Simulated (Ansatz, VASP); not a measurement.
## SrO in VASP and in Ansatz

The input POSCAR:

```
SrO
1.0
    0.0000000000      2.5832958595      2.5832958595
    2.5832958595      0.0000000000      2.5832958595
    2.5832958595      2.5832958595      0.0000000000
Sr O
1 1
Direct
    0.5000000000      0.5000000000      0.5000000000
    0.0000000000      0.0000000000      0.0000000000
```

INCAR.step1

```
PREC     = Accurate       # precision mode
ENCUT    = 520            # plane-wave cutoff, eV
ISMEAR   = -1             # smearing method
SIGMA    = 0.05           # smearing width, eV
LREAL    = False          # projectors in reciprocal space
LASPH    = True           # aspherical terms in the spheres
NELM     = 80             # most SCF steps
NBANDS   = 15             # bands
GGA      = PE             # functional
ALGO     = Normal         # electronic algorithm
EDIFF    = 1E-4           # SCF threshold, eV
LWAVE    = True           # write WAVECAR
LCHARG   = False          # write CHGCAR
```

Contents of INCAR.step2:

```
PREC     = Accurate       # precision mode
ENCUT    = 520            # plane-wave cutoff, eV
EDIFF    = 1E-7           # SCF threshold, eV
ISMEAR   = -1             # smearing method
SIGMA    = 0.05           # smearing width, eV
LREAL    = False          # projectors in reciprocal space
LASPH    = True           # aspherical terms in the spheres
NELM     = 80             # most SCF steps
ALGO     = Normal         # electronic algorithm
ISIF     = 2              # what is computed and relaxed
LWAVE    = False          # write WAVECAR
LCHARG   = False          # write CHGCAR
METAGGA  = R2SCAN         # meta-GGA
LMIXTAU  = True         
LUSE_VDW = True         
IVDW_NL  = 2            
BPARAM   = 11.95        
CPARAM   = 0.0093       
NBANDS   = 15             # bands
ISTART   = 1
```

KPOINTS

```
regular mesh
0
Gamma
  9 9 9
```

input.yaml

```yaml
crystal:
  lattice:
    - [0.0, 2.5832958595, 2.5832958595]
    - [2.5832958595, 0.0, 2.5832958595]
    - [2.5832958595, 2.5832958595, 0.0]
  atoms:
    - { symbol: Sr, position: [0.5, 0.5, 0.5] }
    - { symbol: O, position: [0.0, 0.0, 0.0] }
hamiltonian:
  xc: r2scan
  pseudopotentials: { kind: paw }
  dispersion: rvv10
kpoints:
  mp_grid: { grid: [9, 9, 9] }
scf:
  occupations: { method: fermi_dirac, width: 0.05 }
output:
  forces: true
  stress: true
  eigenvalues: true
  write_density: true
  write_potential: true
  elf: true
  volumetric_format: npy
```

Alike in both runs: task single point; functional r2SCAN; dispersion rVV10; k mesh 9 × 9 × 9; occupations fermi-dirac, width 0.05 eV; no spin polarisation.

|  | VASP | Ansatz |
| --- | --- | --- |
| version | VASP 6.6.1 | Ansatz 0.2.0 |
| potentials or method | VASP PAW PBE potentials, release 64 (Sr_sv, O) | Ansatz PAW |
| plane-wave cutoff (eV) | 520 | 500 |
| valence electrons in the cell | 16 | 16 |

Ansatz gave:

| Item | Value |
| --- | --- |
| gap on the k mesh at the Fermi level (eV) | 3.81 |
| least direct gap on the mesh (eV) | 3.90 |
| pressure (GPa) | -1.4 |

Problem. What did VASP give for the same quantities?

Solution. gap on the k mesh at the Fermi level (eV): 3.76; least direct gap on the mesh (eV): 3.87; pressure (GPa): -0.8.

Caveats: the PAW data sets were made with another functional, which shifts forces and pressure a little (VASP); an odd mesh through Γ misses points on the zone boundary, where band edges often lie (VASP); odd divisions of the mesh miss points on the zone boundary, where band edges often lie, so the gap on the mesh can be too wide (Ansatz); the PAW data sets come from PBE, with cores solved anew for the run's functional, which leaves a small shift of forces and pressure (Ansatz). r2SCAN opens gaps a little over a GGA but as a rule still falls short of measured ones.
